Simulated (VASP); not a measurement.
Here is a VASP 6.6.1 calculation.

Contents of INCAR:

```
  PREC = Accurate
  ENCUT = 520
  EDIFF = 1E-6
  ISMEAR = 0
  SIGMA = 0.05
  LREAL = False
  LASPH = True
  NELM = 60
  ALGO = Normal
  ISIF = 2
  LWAVE = False
  LCHARG = True
  ISPIN = 2
  MAGMOM = 0.5 0 0
  LORBIT = 11
  LMAXMIX = 4
  LDAU = True
  LDAUTYPE = 2
  LDAUL = 2 -1
  LDAUU = 8 0
  LDAUJ = 0 0
  LDAUPRINT = 1
  GGA = CA
  LELF = True
  LVHAR = True
```

KPOINTS

```
Automatic mesh
0
Gamma
  6 6 4
```

The input POSCAR:

```
PtSe2
1.0
    3.2802082100     -2.0108328800      0.0000000000
    3.2802082100      2.0108328800      0.0000000000
   -0.0032294100      0.0000000000      4.6257814300
Pt Se
1 2
Direct
    0.0000000000      0.0000000000      0.0000000000
    0.6879000000      0.6879000000      0.2889000000
    0.3121000000      0.3121000000      0.7111000000
```

Potentials or basis: VASP PAW LDA potentials, release 64 (Pt, Se).

Command:

```sh
$ cat potpaw_LDA.64/Pt/POTCAR potpaw_LDA.64/Se/POTCAR > POTCAR
$ mpirun -np 1 vasp_std > vasp.out
```

Task: Predict the largest force.

Result: 1.038 eV/Å.

Task: Predict the net moment.

Result: 0.00 μB per cell.

Eigenvalues of the final occupation matrices:
```csv
site,spin,trace,eigenvalues
site 1 d,1,4.47,0.74 0.83 0.96 0.96 0.97
site 1 d,2,4.47,0.74 0.83 0.96 0.96 0.97
```

Caveat: forces of over 1 eV/Å show positions far from the minimum, so gaps and moduli don't describe the material at rest. The state reached can hang on the start; a lower one may exist.
